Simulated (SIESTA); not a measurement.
PtSe2 (Sudovikovite):

```
CELL_PARAMETERS angstrom
3.72400 0.00000 0.00000
-1.86200 3.22508 0.00000
0.00000 0.00000 5.06200
ATOMIC_POSITIONS crystal
Pt 0.00000 0.00000 0.00000
Se 0.66667 0.33333 0.75000
Se 0.33333 0.66667 0.25000
```

Base run:

- Program: SIESTA 5.4.2
- Functional: PBE
- Potentials or basis: PseudoDojo 0.4 standard (PBE files)
- Basis: DZDP (energy shift 0.002 Ry)
- Grid cutoff: 800 Ry
- Energy shift: 0.002 Ry
- k mesh: 8 × 8 × 5
- Occupations: fermi-dirac, width 0.05 eV
- Spin: no spin polarisation

Its results: band gap on the k mesh none (metal or under the smearing width); pressure 13.9 GPa; largest force 1.298 eV/Å.

The run is repeated on the same cell with these changes: basis from DZDP (energy shift 0.002 Ry) to DZ (energy shift 0.01 Ry); energy shift from 0.002 Ry to 0.01 Ry. What comes out?

Band gap on the k mesh none (metal or under the smearing width); pressure 7.8 GPa; largest force 1.974 eV/Å.

Caveats: semicore shells carry a single zeta, which can move pressures by several GPa and volumes by a few percent; the basis of atomic orbitals isn't converged, which shifts pressures, moduli and gaps; forces of over 1 eV/Å show positions far from the minimum, so gaps and moduli don't describe the material at rest; the basis has no polarisation orbitals (some runs).

Not every run made on this cell is shown here.
